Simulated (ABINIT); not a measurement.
Wanted: the native input for an ABINIT 10.8.3 (patched build) run.

| Property | Result |
| --- | --- |
| Task | band structure |
| Functional | LDA-Teter |
| Potentials or basis | JTH PAW LDA v2.0 |
| Cutoff | 544 eV |
| k mesh | 8 × 8 × 8 |
| Occupations | fermi-dirac, width 0.05 eV |
| Spin | no spin polarisation |
| Fine-grid cutoff | 1088.46 eV |

HgSe:

```
CELL_PARAMETERS angstrom
0.00000 3.03900 3.03900
3.03900 0.00000 3.03900
3.03900 3.03900 0.00000
ATOMIC_POSITIONS crystal
Hg 0.00000 0.00000 0.00000
Se 0.75000 0.75000 0.75000
```

One way to write it, as run:

run.abi

```
# Datasets: ground state, then fixed potential
ndtset 2

# Pseudopotentials
pp_dirpath "./"
pseudos "Hg.LDA_PW-JTH.xml, Se.LDA_PW-JTH.xml"

# Structure
acell 8.1216555201 8.1216555201 8.1216555201
rprim
     0.0000000000     0.7071067812     0.7071067812
     0.7071067812     0.0000000000     0.7071067812
     0.7071067812     0.7071067812     0.0000000000
ntypat 2
znucl 80 34
natom 2
typat 1 2
xcart
     0.0000000000     0.0000000000     0.0000000000
     8.6143165391     8.6143165391     8.6143165391

# Plane-wave basis
ecut 20.0
pawecutdg 40.0

# Exchange and correlation
ixc 1

# Bands and occupations
occopt 3
tsmear 0.05 eV

# SCF cycle
nstep 100

# Output
iomode 3
prtwf 0
prteig 0
prtebands 0
enunit 1
prtden1 1
prtvha1 1
prtvclmb1 1
prtpot1 1

# Dataset 1
kptopt1 1
ngkpt1 8 8 8
nshiftk1 1
shiftk1 0.0 0.0 0.0
nband1 13
tolvrs1 1.0e-9

# Dataset 2: bands along G-X-W-K-G-L-U-W-L-K
iscf2 -2
getden2 1
nband2 17
nbdbuf2 2
tolwfr2 1.0e-12
kptopt2 -9
ndivsm2 6
prteig2 1
kptbounds2
     0.0000000000     0.0000000000     0.0000000000
     0.5000000000     0.0000000000     0.5000000000
     0.5000000000     0.2500000000     0.7500000000
     0.3750000000     0.3750000000     0.7500000000
     0.0000000000     0.0000000000     0.0000000000
     0.5000000000     0.5000000000     0.5000000000
     0.6250000000     0.2500000000     0.6250000000
     0.5000000000     0.2500000000     0.7500000000
     0.5000000000     0.5000000000     0.5000000000
     0.3750000000     0.3750000000     0.7500000000
```

Potentials or basis: JTH PAW LDA v2.0.

Launch:

```console
$ abinit run.abi > log 2>&1
```

Results of the run:

```json
{"Pressure": "-0.2 GPa", "Band gap on the k mesh": "none (metal or under the smearing width)", "Valence electrons inside the program's atomic spheres": "Hg 9.98; Se 3.90"}
```

Caveat: spin-orbit coupling is left out, which moves the levels of the heavy elements.

It took 2.6 min on 1 thread of Arm Neoverse V1 (shared host), peak memory 0.13 GiB.
